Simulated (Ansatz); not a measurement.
# TaN at a changed volume — N-14 nuclear quadrupole resonance

Cell: a structure deposited in the COD, relaxed with PBE at fixed cell and then changed (volume scaled by 1.02, ions relaxed).

Space group P-62m (No. 189); a = 5.2304, c = 2.9303 Å, γ = 120.00°.

| site | Wyckoff | site symmetry | x | y | z |
| --- | --- | --- | --- | --- | --- |
| Ta1 | 2d | -6.. | 0.3333 | 0.6667 | 0.5000 |
| Ta3 | 1a | -62m | 0.0000 | 0.0000 | 0.0000 |
| N | 3f | m2m | 0.3926 | 0.0000 | 0.0000 |

One atom of each set is listed.

All values are calculated (Ansatz; DFT, PBE, plane waves and PAW, scalar-relativistic, collinear spin, 420 eV cutoff, Γ-centred 10×10×16 k-points, Fermi–Dirac smearing 0.05 eV), not measured. Start moments as typed (μB): 2 on each Ta, none on the rest.

N-14: I = 1, Q = 20.44 mb (year-2017 value). Static lattice, zero field.

**Question.** At which frequencies do the N-14 NQR lines lie?

**Answer.** For I = 1 the lines are ν± = (3/4)|C_Q|(1 ± η/3) and ν₀ = |C_Q|η/2.

```csv
site,atoms,V_zz (10²¹ V/m²),C_Q (MHz),η,line frequencies (MHz)
N,3,-1.45,-0.718,0.31,"0.111, 0.482, 0.594"
```

At N V_zz points along its shortest bond, to Ta (within 1°).

The run finds no gap above 0.1 eV (a metal, or nearly one), so the gradients can move by 10 % or more with the k-mesh. Without spin–orbit coupling the gradients at and beside Ta can be off by some per cent, at some sites by more. The start moments die out, and the run ends without spin.

The relaxation (2 steps) took 77 s of wall time (75 s of CPU time) and 0.87 GiB at its peak, on 1 thread of AMD EPYC 9R14 (Zen 4) (x86_64; 16 cores open to the job, memory cap 3.0 GiB, no GPU), a shared host with a load of 0.1 a core.
